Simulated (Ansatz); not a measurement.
# FeO (Wuestite) under changes of volume

One of the cells (10.013 Å³/atom); the others are scaled copies at fixed shape and fractional positions:

```
Fe O
1.0
     0.00000    2.15540    2.15540
     2.15540    0.00000    2.15540
     2.15540    2.15540    0.00000
Fe O
1 1
Direct
  0.00000 0.00000 0.00000
  0.50000 0.50000 0.50000
```

| Quantity | Value |
| --- | --- |
| Program | Ansatz 0.2.0 |
| Functional | LDA |
| Potentials or basis | all-electron LAPW, scalar-relativistic |
| Cutoff | 349 eV (chosen from the basis error) |
| Basis error allowed | 0.001 eV/atom |
| k mesh | 11 × 11 × 11 |
| Occupations | fermi-dirac, width 0.05 eV |
| Spin | collinear spin, ferromagnetic start |
| Starting moments | [3.0, 0.0] μB |

```csv
volume (Å³/atom),energy over the lowest point (meV/atom),pressure (GPa),moment (μB per cell)
9.413,0.00,-4.9,3.96
9.613,8.19,-8.7,3.99
9.813,21.21,-12.3,4.00
10.013,?,?,?
10.214,60.18,-18.6,4.00
10.414,85.12,-21.2,4.00
10.614,113.16,-23.5,4.00
```

Problem. What does the run at 10.013 Å³/atom give?

Solution. Energy over the lowest point 38.72 meV/atom; pressure -15.6 GPa; moment 4.00 μB per cell.

Worked out: A Birch-Murnaghan fit of order 3 (a polynomial in V^(-2/3)) to the other rows has its minimum at 9.22 Å³/atom, just outside them, with B0 = V·E''(V) = 225 GPa and B' = 4.2. It gives 38.68 meV/atom at 10.013 Å³/atom, against the run's 38.72, and -dE/dV = -15.6 GPa, against -15.6. A parabola through the other rows of the moment, of slope 0.025 μB per Å³/atom there, gives 4.00 μB, against the run's 4.00.

Energies are extrapolated to zero smearing.

Caveats: a cell with one magnetic atom can't hold antiferromagnetic order, which such compounds often take.
